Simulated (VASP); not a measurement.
Wanted: the native input for a VASP 6.6.1 run.

```yaml
Task: band structure
Functional: TB-mBJ
Potentials_or_basis: VASP PAW PBE potentials, release 64 (Al, As)
Cutoff: 520 eV
k_mesh: 6 × 6 × 6
Occupations: gaussian, width 0.03 eV
Spin: spin-orbit coupling, no magnetisation
Further_INCAR_settings: ALGO = Normal; EDIFF = 1e-06; NBANDS = 22
```

Crystal: AlAs.

```
Al As
1.0
     0.00000    2.84088    2.84088
     2.84088    0.00000    2.84088
     2.84088    2.84088    0.00000
Al As
1 1
Direct
  0.00000 0.00000 0.00000
  0.25000 0.25000 0.25000
```

The input as run:

POSCAR

```
AlAs                                    
1.0
    0.0000000000      2.8408844733      2.8408844733
    2.8408844733      0.0000000000      2.8408844733
    2.8408844733      2.8408844733      0.0000000000
  Al              As            
     1     1
Direct
     0.0000000000000000    0.0000000000000000    0.0000000000000000
     0.2500000000000000    0.2500000000000000    0.2500000000000000
```

INCAR.step1

```
SYSTEM = AlAs
PREC = Accurate ; ENCUT = 520
EDIFF = 1E-5 ; ISMEAR = 0
SIGMA = 0.03 ; LREAL = .False.
LASPH = .True. ; NELM = 80
ALGO = Normal ; ISIF = 2
LWAVE = .True. ; LCHARG = .False.
LNONCOLLINEAR = .True. ; MAGMOM = 0 0 0 0 0 0
LORBIT = 11 ; LSORBIT = .True.
GGA_COMPAT = .False. ; NBANDS = 22
GGA = PE
```

INCAR.step2

```
SYSTEM = AlAs
PREC = Accurate ; ENCUT = 520
EDIFF = 1E-6 ; ISMEAR = 0
SIGMA = 0.03 ; LREAL = .False.
LASPH = .True. ; NELM = 80
ALGO = Normal ; ISIF = 2
LWAVE = .False. ; LCHARG = .False.
LNONCOLLINEAR = .True. ; MAGMOM = 0 0 0 0 0 0
LORBIT = 11 ; LSORBIT = .True.
GGA_COMPAT = .False. ; METAGGA = MBJ
NBANDS = 22 ; ISTART = 1
```

KPOINTS

```
regular mesh
0
Gamma
  6 6 6
  0 0 0
```

KPOINTS_OPT

```
explicit points
159
Reciprocal
 0.0000000000  0.0000000000  0.0000000000 1
 0.0357142857  0.0000000000  0.0357142857 1
 0.0714285714  0.0000000000  0.0714285714 1
 0.1071428571  0.0000000000  0.1071428571 1
 0.1428571429  0.0000000000  0.1428571429 1
 0.1785714286  0.0000000000  0.1785714286 1
[... 151 lines left out ...]
 0.4250000000  0.0000000000  0.4250000000 1
 0.4500000000  0.0000000000  0.4500000000 1
```

Potentials or basis: VASP PAW PBE potentials, release 64 (Al, As).

Run with:

```console
$ cat potpaw_PBE.64/Al/POTCAR potpaw_PBE.64/As/POTCAR > POTCAR
$ cp INCAR.step1 INCAR
$ mpirun -np 1 vasp_ncl > vasp.out
$ cp INCAR.step2 INCAR
$ mpirun -np 1 vasp_ncl > vasp.out
```

It gave:

| Property | Result |
| --- | --- |
| Valence electrons inside the program's atomic spheres | Al 0.64; As 3.00 |

Wall time 12 min on 1 thread of AMD EPYC 7R43 64-Core Processor (Zen 3), with other jobs on the host, peak memory 0.3 GiB.
